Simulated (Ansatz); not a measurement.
Step by step: Cs, relaxation of cell and atoms

Computed with Ansatz 0.2.0, DFT, PBE, PAW with Ansatz's default frozen-core files, scalar-relativistic.

Command: `ansatz run input.yaml --threads 1 --pin off --max-ram 2048MiB --backend cpu --events-out ev --progress --plain --runs-dir out` The run took about 67 s on 1 thread of a shared machine.

```yaml
crystal:
  lattice:
    - [3.6234121306, 0.0, 0.0]
    - [-1.8117060653, 3.1379669535, 0.0]
    - [0.0, 0.0, 5.8699276516]
  atoms:
    - { symbol: Cs, position: [0.3333333333, 0.6666666667, 0.25] }
    - { symbol: Cs, position: [0.6666666667, 0.3333333333, 0.75] }
kpoints:
  mp_grid: { grid: [12, 12, 6] }
scf:
  occupations: { method: fermi_dirac, width: 0.05 }
hamiltonian:
  xc: pbe
  pseudopotentials: { kind: paw }
output:
  forces: true
  stress: true
relax:
  f_tol: 0.005
  max_steps: 80
  cell: {}
```

Spin–orbit coupling is left out, though it moves levels of the heavy atoms by tenths of an eV or more.

The cell is built from the hcp type as a first guess.

The cutoff is 420 eV; energies and pressures of the walk include the program's estimate of the Pulay term.

Each frame lists the cell vectors (Å), then Cartesian positions (Å); symmetry keeps all forces zero. Free energies count from the first step, -11338.8274 eV.

The walk took 16 evaluations in all; steps that aren't listed are left out.

Step 1: E = 0.0 meV, P = 10.10 GPa

```
cell 3.6234 0.0000 0.0000 -1.8117 3.1380 0.0000 0.0000 0.0000 5.8699
Cs    0.0000    2.0920    1.4675
Cs    1.8117    1.0460    4.4024
```

Step 2: E = -540.1 meV, P = 7.46 GPa

```
cell 3.8001 0.0000 0.0000 -1.9000 3.2910 0.0000 0.0000 0.0000 6.1511
Cs    0.0000    2.1940    1.5378
Cs    1.9000    1.0970    4.6133
```

Step 3: E = -988.3 meV, P = 5.79 GPa

```
cell 3.9719 0.0000 0.0000 -1.9859 3.4397 0.0000 0.0000 0.0000 6.4364
Cs    0.0000    2.2932    1.6091
Cs    1.9859    1.1466    4.8273
```

Step 4: E = -1377.4 meV, P = 4.78 GPa

```
cell 4.1393 0.0000 0.0000 -2.0697 3.5848 0.0000 0.0000 0.0000 6.7205
Cs    0.0000    2.3899    1.6801
Cs    2.0697    1.1949    5.0404
```

Step 5: E = -1731.3 meV, P = 3.77 GPa

```
cell 4.3119 0.0000 0.0000 -2.1559 3.7342 0.0000 0.0000 0.0000 7.0140
Cs    0.0000    2.4895    1.7535
Cs    2.1559    1.2447    5.2605
```

Step 6: E = -2011.1 meV, P = 2.60 GPa

```
cell 4.4841 0.0000 0.0000 -2.2420 3.8833 0.0000 0.0000 0.0000 7.2999
Cs    0.0000    2.5889    1.8250
Cs    2.2420    1.2944    5.4749
```

Step 7: E = -2211.9 meV, P = 1.62 GPa

```
cell 4.6575 0.0000 0.0000 -2.3288 4.0335 0.0000 0.0000 0.0000 7.5861
Cs    0.0000    2.6890    1.8965
Cs    2.3288    1.3445    5.6896
```

Step 8:

```
cell 4.8322 0.0000 0.0000 -2.4161 4.1848 0.0000 0.0000 0.0000 7.8722
Cs    0.0000    2.7899    1.9681
Cs    2.4161    1.3949    5.9042
```

Step 9: E = -2380.9 meV, P = 0.07 GPa

```
cell 5.0089 0.0000 0.0000 -2.5044 4.3378 0.0000 0.0000 0.0000 8.1455
Cs    0.0000    2.8919    2.0364
Cs    2.5044    1.4459    6.1091
```

Step 10: E = -2381.4 meV, P = 0.00 GPa

```
cell 5.0304 0.0000 0.0000 -2.5152 4.3565 0.0000 0.0000 0.0000 8.1721
Cs    0.0000    2.9043    2.0430
Cs    2.5152    1.4522    6.1291
```

Step 11: E = -2594.1 meV, P = 0.82 GPa (the cell of the step before, solved again on a basis chosen afresh, hence the jump)

Step 12: E = -2668.6 meV, P = 0.44 GPa

```
cell 5.2116 0.0000 0.0000 -2.6058 4.5134 0.0000 0.0000 0.0000 8.4352
Cs    0.0000    3.0089    2.1088
Cs    2.6058    1.5045    6.3264
```

Step 13: E = -2705.7 meV, P = 0.14 GPa

```
cell 5.3928 0.0000 0.0000 -2.6964 4.6703 0.0000 0.0000 0.0000 8.7194
Cs    0.0000    3.1135    2.1799
Cs    2.6964    1.5568    6.5396
```

Step 14: E = -2711.6 meV, P = 0.01 GPa

```
cell 5.4938 0.0000 0.0000 -2.7469 4.7577 0.0000 0.0000 0.0000 8.8890
Cs    0.0000    3.1718    2.2222
Cs    2.7469    1.5859    6.6667
```

(1) Give the energy, pressure of step 8.

(2) How does the relaxation end?

## Answers

(1) E = -2334.9 meV, P = 0.78 GPa
```
Cs    0.0000    2.7899    1.9681
Cs    2.4161    1.3949    5.9042
```

(2) It converges, with a = 5.504 Å, b = 5.504 Å, c = 8.908 Å, α = 90.00°, β = 90.00°, γ = 120.00° (conventional cell, space group P6_3/mmc). The last solve (on a basis chosen afresh for the final cell, so its energy is not quite comparable) gives E = -2712.9 meV, P = 0.01 GPa:
```
cell 5.5039 0.0000 0.0000 -2.7520 4.7665 0.0000 0.0000 0.0000 8.9080
Cs    0.0000    3.1777    2.2270
Cs    2.7520    1.5888    6.6810
```
